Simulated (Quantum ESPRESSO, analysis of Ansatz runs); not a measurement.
# A hop of Ag in AlH3 (Fd-3m), charge 0 (Quantum ESPRESSO), part 2 of 3

How high is the barrier when Ag changes place in AlH3 (Fd-3m)? The case: Ag_i hop between interstitial places, charge 0, in a cell of 64 host atoms with 1 Ag put in.

Quantum ESPRESSO 7.5; Quantum ESPRESSO plane-wave DFT, PBEsol, GBRV 1.5 PBEsol potentials; nudged elastic band between two relaxed defect structures.

So far: The structure; Relaxation of the start point, charge 0.

**3. Relaxation of the end point, charge 0**

Level of this step: Quantum ESPRESSO plane-wave DFT, PBEsol, GBRV 1.5 PBEsol potentials; relaxation of all atoms of a defect supercell (Quantum ESPRESSO).

The end point is relaxed in the same cell and settings, so that the two energies compare. Atoms more than 3.2 Å from the middle of the hop start where the first relaxation left them, the nearer ones on or close to their ideal places, with small random displacements.

pw.in reads:

```
&CONTROL
  calculation = 'relax'
  prefix = 'pwscf'
  outdir = './tmp'
  pseudo_dir = './pseudo'
  tprnfor = .true.
  disk_io = 'low'
  nstep = 70
  forc_conv_thr = 0.00078
  etot_conv_thr = 0.0001
/
&SYSTEM
  ibrav = 0
  nat = 65
  ntyp = 3
  ecutwfc = 40
  ecutrho = 324
  nbnd = 62
  occupations = 'fixed'
  nspin = 2
  starting_magnetization(1) = 0.1667
  starting_magnetization(2) = 0.5
  starting_magnetization(3) = 0.0263
  tot_magnetization = 1
  nosym = .true.
/
&ELECTRONS
  conv_thr = 6d-08
  electron_maxstep = 100
  mixing_beta = 0.3
/
&IONS
  ion_dynamics = 'bfgs'
/
ATOMIC_SPECIES
Al    26.9815 al_pbesol_v1.uspp.F.UPF
H      1.0080 h_pbesol_v1.4.uspp.F.UPF
Ag   107.8682 ag_pbesol_v1.4.uspp.F.UPF
CELL_PARAMETERS angstrom
   9.0267813738    0.0000000000    0.0000000000
   0.0000000000    9.0267813738    0.0000000000
   0.0000000000    0.0000000000    9.0267813738
ATOMIC_POSITIONS crystal
Al     0.1251710561    0.3758838319    0.8756456269
Al     0.1243339200    0.8742094158    0.3763097715
[... 2 atom lines left out ...]
Al     0.3758005861    0.1244286866    0.8755098197
[... 5 atom lines left out ...]
Al     0.8736821597    0.3754677903    0.1234349839
[... 5 atom lines left out ...]
H     -0.0001760611   -0.0002426510    0.3023982020
[... 7 atom lines left out ...]
H     -0.0008584524    0.3038437063   -0.0005887716
[... 5 atom lines left out ...]
H      0.5008106549    0.1962897388   -0.0007139901
[... 1 atom line left out ...]
H      0.3045191947   -0.0001118722   -0.0003205266
[... 4 atom lines left out ...]
H      0.1959945170    0.5008983532   -0.0003574174
[... 2 atom lines left out ...]
H      0.2494891035    0.2497456682    0.9455858180
[... 8 atom lines left out ...]
H      0.2495527850    0.9465252654    0.2489865155
[... 8 atom lines left out ...]
H      0.9472500105    0.2495017700    0.2493157215
[... 5 atom lines left out ...]
Ag     0.0688926121    0.0702021461   -0.0702480380
K_POINTS gamma
```

Command:

```sh
$ OMP_NUM_THREADS=1 mpirun -n 8 pw.x -in pw.in > pw.out
```

The program printed:

```text
[shortened: banners, details of potentials and solvers, and blank lines are left out]
[banner, memory and clock lines left out]
     gamma-point specific algorithms are used
     Message from routine setup:
     the system is metallic, specify occupations
     bravais-lattice index     =            0
     lattice parameter (alat)  =      17.0581  a.u.
     unit-cell volume          =    4963.5840 (a.u.)^3
     number of atoms/cell      =           65
     number of atomic types    =            3
     number of electrons       =       115.00 (up:  58.00, down:  57.00)
     number of Kohn-Sham states=           62
     kinetic-energy cutoff     =      40.0000  Ry
     charge density cutoff     =     324.0000  Ry
     scf convergence threshold =      6.0E-08
     mixing beta               =       0.3000
     number of iterations used =            8  plain     mixing
     energy convergence thresh.=      1.0E-04
     force convergence thresh. =      7.8E-04
     Exchange-correlation= SLA  PW   PSX  PSC
                           (   1   4  10   8   0   0   0)
     nstep                     =           70
     crystal axes: (cart. coord. in units of alat)
               a(1) = (   1.000000   0.000000   0.000000 )
               a(2) = (   0.000000   1.000000   0.000000 )
               a(3) = (   0.000000   0.000000   1.000000 )
     PseudoPot. # 1 for Al read from file:
     al_pbesol_v1.uspp.F.UPF
     Pseudo is Ultrasoft + core correction, Zval =  3.0
[...]
PseudoPot. # 2 for H  read from file:
     h_pbesol_v1.4.uspp.F.UPF
     Pseudo is Ultrasoft, Zval =  1.0
     PseudoPot. # 3 for Ag read from file:
     ag_pbesol_v1.4.uspp.F.UPF
     Pseudo is Ultrasoft + core correction, Zval = 19.0
[...]
atomic species   valence    mass     pseudopotential
     Al                3.00    26.98150     Al( 1.00)
     H                 1.00     1.00800     H ( 1.00)
     Ag               19.00   107.86820     Ag( 1.00)
     Starting magnetic structure
     atomic species   magnetization
     Al              0.167
     H               0.500
     Ag              0.026
     No symmetry found
     site n.     atom                  positions (alat units)
         1        Al     tau(   1) = (   0.1251711   0.3758838   0.8756456  )
         2        Al     tau(   2) = (   0.1243339   0.8742094   0.3763098  )
         3        Al     tau(   3) = (   0.6267668   0.3765690   0.3754757  )
         4        Al     tau(   4) = (   0.6247361   0.8738523   0.8747189  )
         5        Al     tau(   5) = (   0.3758006   0.1244287   0.8755098  )
         6        Al     tau(   6) = (   0.3753461   0.6260859   0.3765631  )
         7        Al     tau(   7) = (   0.8748749   0.1252111   0.3757308  )
         8        Al     tau(   8) = (   0.8753141   0.6249887   0.8747778  )
[...]
number of k points=     1
                       cart. coord. in units 2pi/alat
        k(    1) = (   0.0000000   0.0000000   0.0000000), wk =   1.0000000
     Dense  grid:   244361 G-vectors     FFT dimensions: ( 100, 100, 100)
     Smooth grid:    84899 G-vectors     FFT dimensions: (  72,  72,  72)
     Generating pointlists ...
     new r_m :   0.0775 (alat units)  1.3217 (a.u.) for type    1
     new r_m :   0.0775 (alat units)  1.3217 (a.u.) for type    2
     new r_m :   0.1045 (alat units)  1.7829 (a.u.) for type    3
     starting charge     114.4618, renormalised to     115.0000
     Self-consistent Calculation
     iteration #  1     ecut=    40.00 Ry     beta= 0.30
     total energy              =    -456.83158229 Ry
     estimated scf accuracy    <       3.03923229 Ry
     total magnetization       =     1.00 Bohr mag/cell
     absolute magnetization    =     2.82 Bohr mag/cell
     iteration #  2     ecut=    40.00 Ry     beta= 0.30
     total energy              =    -456.87910384 Ry
     estimated scf accuracy    <       1.23337316 Ry
     total magnetization       =     1.00 Bohr mag/cell
[...]
[... 131 further cycles ...]
[...]
iteration #  6     ecut=    40.00 Ry     beta= 0.30
     total energy              =    -457.02751349 Ry
     estimated scf accuracy    <          1.9E-09 Ry
     total magnetization       =     1.00 Bohr mag/cell
     absolute magnetization    =     1.10 Bohr mag/cell
     iteration #  7     ecut=    40.00 Ry     beta= 0.30
     Magnetic moment per site  (integrated on atomic sphere of radius R)
     atom   1 (R=0.077)  charge=  0.2560  magn=  0.0025
     atom   2 (R=0.077)  charge=  0.2567  magn=  0.0008
     atom   3 (R=0.077)  charge=  0.2573  magn=  0.0011
     atom   4 (R=0.077)  charge=  0.2566  magn=  0.0008
     atom   5 (R=0.077)  charge=  0.2560  magn=  0.0024
     atom   6 (R=0.077)  charge=  0.2572  magn=  0.0012
     atom   7 (R=0.077)  charge=  0.2566  magn=  0.0008
     atom   8 (R=0.077)  charge=  0.2566  magn=  0.0008
[...]
End of self-consistent calculation
 ------ SPIN UP ------------
          k = 0.0000 0.0000 0.0000 ( 10624 PWs)   bands (ev):
   -89.2648 -52.8210 -52.7856 -52.7852  -8.7752  -7.6522  -7.5260  -7.5248
    -7.4981  -7.4958  -7.4955  -5.5869  -5.5539  -5.5526  -5.4845  -5.4813
    -5.4790  -4.5946  -4.5924  -4.5884  -4.4785  -3.9821  -3.8171  -3.8156
    -3.7923  -3.7794  -3.7766  -3.6828  -3.6806  -3.6322  -3.3116  -3.3110
    -2.3483  -2.3444  -2.2046  -2.1992  -2.1981  -1.9320  -1.8296  -1.7818
    -1.7799  -1.7346  -1.7288  -1.7067  -1.5031  -1.5005  -1.4010  -1.2531
    -1.2499  -1.0184  -0.9391  -0.8893  -0.8877  -0.8776  -0.8765   0.3717
     0.3722   2.1795   3.1553   3.1648   3.1676   3.1854
 ------ SPIN DOWN ----------
          k = 0.0000 0.0000 0.0000 ( 10624 PWs)   bands (ev):
   -89.2533 -52.8092 -52.7750 -52.7744  -8.7487  -7.6245  -7.4928  -7.4918
    -7.4820  -7.4799  -7.4792  -5.5621  -5.5342  -5.5330  -5.4657  -5.4629
    -5.4614  -4.5763  -4.5743  -4.5623  -4.4500  -3.9310  -3.7966  -3.7954
    -3.7695  -3.7517  -3.7493  -3.6674  -3.6653  -3.6129  -3.2881  -3.2876
    -2.2874  -2.2833  -2.1356  -2.1329  -2.1234  -1.9134  -1.8241  -1.7639
    -1.7619  -1.7193  -1.7135  -1.6972  -1.4415  -1.4394  -1.3548  -1.1923
    -1.1890  -0.9896  -0.8817  -0.8543  -0.8527  -0.8470  -0.8445   0.3850
     0.3855   2.5429   3.1897   3.1914   3.2188   3.2311
     highest occupied, lowest unoccupied level (ev):     2.1795    2.5429
!    total energy              =    -457.02751349 Ry
     estimated scf accuracy    <          4.9E-10 Ry
     The total energy is the sum of the following terms:
     one-electron contribution =    -372.40516438 Ry
     hartree contribution      =     212.75641369 Ry
     xc contribution           =    -130.06400791 Ry
     ewald contribution        =    -167.31475489 Ry
     total magnetization       =     1.00 Bohr mag/cell
     absolute magnetization    =     1.10 Bohr mag/cell
     convergence has been achieved in   7 iterations
     Forces acting on atoms (cartesian axes, Ry/au):
     atom    1 type  1   force =    -0.00021436    0.00039190    0.00007113
     atom    2 type  1   force =    -0.00023706    0.00007068   -0.00007322
     atom    3 type  1   force =     0.00011839    0.00014706   -0.00048579
     atom    4 type  1   force =    -0.00005549    0.00023809   -0.00024431
     atom    5 type  1   force =     0.00035588   -0.00017783   -0.00029901
     atom    6 type  1   force =    -0.00006156   -0.00006688   -0.00060490
     atom    7 type  1   force =     0.00022134   -0.00024623    0.00004086
     atom    8 type  1   force =    -0.00000873   -0.00011150    0.00004267
[...]
Total force =     0.003445     Total SCF correction =     0.000067
     Energy error            =      2.6E-05 Ry
     Gradient error          =      7.8E-04 Ry/Bohr
     number of scf cycles    =  18
     number of bfgs steps    =  17
     energy             old  =    -457.0274871839 Ry
     energy             new  =    -457.0275134910 Ry
     CASE: energy            _new < energy            _old
     new trust radius        =       0.0041879344 bohr
     new conv_thr            =       0.0000000006 Ry
ATOMIC_POSITIONS (crystal)
Al               0.1269750881        0.3784541386        0.8730480099
Al               0.1254319517        0.8733727420        0.3755807550
Al               0.6256318677        0.3765949463        0.3742347882
Al               0.6240748284        0.8734011035        0.8742080548
Al               0.3784427981        0.1265202568        0.8733136100
Al               0.3762822255        0.6253412114        0.3744905390
Al               0.8737643458        0.1257777588        0.3755267012
Al               0.8737527424        0.6239788953        0.8738126846
[...]
Generating pointlists ...
     Self-consistent Calculation
     iteration #  1     ecut=    40.00 Ry     beta= 0.30
     total energy              =    -457.02753275 Ry
     estimated scf accuracy    <       0.00000953 Ry
     total magnetization       =     1.00 Bohr mag/cell
     absolute magnetization    =     1.10 Bohr mag/cell
     iteration #  2     ecut=    40.00 Ry     beta= 0.30
     total energy              =    -457.02753232 Ry
     estimated scf accuracy    <       0.00000312 Ry
     total magnetization       =     1.00 Bohr mag/cell
[...]
iteration #  6     ecut=    40.00 Ry     beta= 0.30
     total energy              =    -457.02753260 Ry
     estimated scf accuracy    <          1.2E-09 Ry
     total magnetization       =     1.00 Bohr mag/cell
     absolute magnetization    =     1.10 Bohr mag/cell
     iteration #  7     ecut=    40.00 Ry     beta= 0.30
     Magnetic moment per site  (integrated on atomic sphere of radius R)
     atom   1 (R=0.077)  charge=  0.2560  magn=  0.0025
     atom   2 (R=0.077)  charge=  0.2566  magn=  0.0008
     atom   3 (R=0.077)  charge=  0.2573  magn=  0.0011
     atom   4 (R=0.077)  charge=  0.2566  magn=  0.0008
     atom   5 (R=0.077)  charge=  0.2560  magn=  0.0024
     atom   6 (R=0.077)  charge=  0.2572  magn=  0.0012
     atom   7 (R=0.077)  charge=  0.2566  magn=  0.0008
     atom   8 (R=0.077)  charge=  0.2566  magn=  0.0008
[...]
End of self-consistent calculation
 ------ SPIN UP ------------
          k = 0.0000 0.0000 0.0000 ( 10624 PWs)   bands (ev):
   -89.2618 -52.8180 -52.7827 -52.7823  -8.7749  -7.6504  -7.5262  -7.5249
    -7.4986  -7.4962  -7.4954  -5.5864  -5.5533  -5.5520  -5.4843  -5.4817
    -5.4795  -4.5941  -4.5927  -4.5883  -4.4780  -3.9829  -3.8164  -3.8151
    -3.7910  -3.7794  -3.7763  -3.6833  -3.6811  -3.6319  -3.3117  -3.3107
    -2.3484  -2.3442  -2.2029  -2.1968  -2.1959  -1.9321  -1.8299  -1.7808
    -1.7790  -1.7337  -1.7292  -1.7064  -1.5027  -1.5001  -1.4011  -1.2524
    -1.2492  -1.0185  -0.9393  -0.8894  -0.8875  -0.8771  -0.8752   0.3717
     0.3722   2.1806   3.1548   3.1651   3.1688   3.1851
 ------ SPIN DOWN ----------
          k = 0.0000 0.0000 0.0000 ( 10624 PWs)   bands (ev):
   -89.2504 -52.8062 -52.7721 -52.7715  -8.7484  -7.6227  -7.4930  -7.4918
    -7.4830  -7.4798  -7.4792  -5.5617  -5.5335  -5.5324  -5.4655  -5.4634
    -5.4619  -4.5758  -4.5746  -4.5622  -4.4495  -3.9319  -3.7961  -3.7950
    -3.7681  -3.7517  -3.7490  -3.6678  -3.6657  -3.6125  -3.2882  -3.2874
    -2.2876  -2.2832  -2.1339  -2.1307  -2.1217  -1.9136  -1.8244  -1.7628
    -1.7610  -1.7184  -1.7139  -1.6970  -1.4409  -1.4387  -1.3548  -1.1918
    -1.1884  -0.9901  -0.8815  -0.8546  -0.8527  -0.8457  -0.8431   0.3849
     0.3855   2.5437   3.1911   3.1919   3.2187   3.2302
     highest occupied, lowest unoccupied level (ev):     2.1806    2.5437
!    total energy              =    -457.02753260 Ry
     estimated scf accuracy    <          3.5E-10 Ry
     The total energy is the sum of the following terms:
     one-electron contribution =    -372.38697577 Ry
     hartree contribution      =     212.74923245 Ry
     xc contribution           =    -130.06366985 Ry
     ewald contribution        =    -167.32611943 Ry
     total magnetization       =     1.00 Bohr mag/cell
     absolute magnetization    =     1.10 Bohr mag/cell
     convergence has been achieved in   7 iterations
     Forces acting on atoms (cartesian axes, Ry/au):
     atom    1 type  1   force =    -0.00022849    0.00026672   -0.00026581
     atom    2 type  1   force =     0.00012744    0.00015036   -0.00002251
     atom    3 type  1   force =     0.00015920    0.00028685   -0.00047429
     atom    4 type  1   force =    -0.00004370    0.00021468   -0.00023351
     atom    5 type  1   force =     0.00034812   -0.00003806   -0.00023370
     atom    6 type  1   force =     0.00021585    0.00006932   -0.00067984
     atom    7 type  1   force =    -0.00004019   -0.00006313    0.00000734
     atom    8 type  1   force =    -0.00009602    0.00003813   -0.00020131
[...]
Total force =     0.002925     Total SCF correction =     0.000048
     Energy error            =      1.9E-05 Ry
     Gradient error          =      6.9E-04 Ry/Bohr
     bfgs converged in  19 scf cycles and  18 bfgs steps
     (criteria: energy <  1.0E-04 Ry, force <  7.8E-04 Ry/Bohr)
     End of BFGS Geometry Optimization
     Final energy             =    -457.0275325957 Ry
Begin final coordinates
ATOMIC_POSITIONS (crystal)
Al               0.1269750881        0.3784541386        0.8730480099
Al               0.1254319517        0.8733727420        0.3755807550
Al               0.6256318677        0.3765949463        0.3742347882
Al               0.6240748284        0.8734011035        0.8742080548
Al               0.3784427981        0.1265202568        0.8733136100
Al               0.3762822255        0.6253412114        0.3744905390
Al               0.8737643458        0.1257777588        0.3755267012
Al               0.8737527424        0.6239788953        0.8738126846
[...]
End final coordinates
```

The job ended after 2.2 min (8 MPI ranks of Arm Neoverse V2, shared host; peak memory 1.6 GiB; 18 min of CPU time).

The steps of the relaxation:

```tsv
step	energy less that of the first step (eV)
0	0.0000
1	-0.0379
2	-0.0643
3	-0.0830
4	-0.0944
5	-0.1065
6	-0.1184
7	-0.1275
8	-0.1322
9	-0.1369
10	-0.1402
11	-0.1423
12	-0.1432
13	-0.1439
14	-0.1445
15	-0.1452
16	-0.1457
17	-0.1460
18	-0.1463
```

The atoms that moved most (Å):

```tsv
atom	dx	dy	dz	length
Ag65	-0.136	-0.136	0.142	0.239
H61	0.055	0.060	-0.044	0.093
H41	0.051	0.047	-0.045	0.082
H17	-0.002	-0.002	0.074	0.074
H53	0.039	0.049	-0.035	0.072
H30	-0.009	-0.064	0.012	0.065
H45	0.018	0.010	-0.057	0.061
H39	-0.052	0.003	0.007	0.053
```

Neighbours of Ag65 at the end:

```tsv
atom	distance (Å)
H25	2.340
H21	2.353
H33	2.356
H61	2.554
H41	2.560
H53	2.560
Al1	3.063
Al13	3.064
Al5	3.070
```

Read from the output:

```yaml
total_moment: 1.0000 μB
integral_of_the_absolute_spin_density: 1.095 μB
highest_filled_level: 2.181 eV
lowest_empty_level: 2.544 eV
r_m_s_move_of_the_farther_half_of_the_atoms: 0.02521 Å
largest_move_from_the_ideal_geometry_of_this_structure_a_common_shift_of_the_far_atoms_taken_out: 0.2478 Å
```

The relaxation gained 0.146 eV and ended with a largest force component of 0.018 eV/Å. The end lies 0.054 eV below the start.

(Continued in part 3 of 3.)

[Logs are printed without paths, hosts, clocks, repeated set-up lines and the standing remarks that a program may print on its own settings, such as how far it seeks lower states.]

[Hosts, paths, dates, database ids (printed as entryN), source tags and the programs' standing remarks are cut or masked in the printed files.]
